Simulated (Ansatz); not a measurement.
# Fitting the HSE06 energy curve of AuAl

Symmetry: Pm-3m, No. 221, cubic system. Conventional cell: a = 3.224 Å, b = 3.224 Å, c = 3.224 Å, α = 90.00°, β = 90.00°, γ = 90.00°. Au (site symmetry m-3m) is surrounded by 8 Al at 2.79 Å. Around Al (site symmetry m-3m) lie 8 Au at 2.79 Å.

The cell comes from a database or a generator and needn't be the stable form of this composition.

The cell was scaled at fixed shape and fractions and run with Ansatz, Ansatz PAW, cutoff 420 eV; HSE06, k mesh 6 × 6 × 6 on the cell of 2 atoms, fermi-dirac occupations of 0.05 eV, no spin polarisation, no spin-orbit coupling. The potentials were made for PBE. Energies are those that the program minimises, any entropy of the smearing included. For a metal such a mesh isn't converged to the digits shown.

```csv
V (Å³/atom),energy over the lowest row (meV/atom)
15.7492,7.17
16.0843,0.58
16.4194,0.00
16.7545,4.84
17.0896,14.34
17.4247,?
17.7598,45.33
```

Fit the third-order Birch-Murnaghan form, give V0, B0 and B′, and predict the energy left open.

With y = (V0/V)^(2/3), E = E0 + (9 V0 B0/16) [(y - 1)³ B′ + (y - 1)² (6 - 4y)]. Least squares through the rows shown give V0 = 16.2822 Å³/atom, E0 = -0.44 meV, B0 = 130.6 GPa (1 eV/Å³ = 160.218 GPa) and B′ = 5.13, with a largest miss of 0.02 meV. At V = 17.4247 the form with these constants gives 28.01 meV; the run gave 28.02 meV an atom.
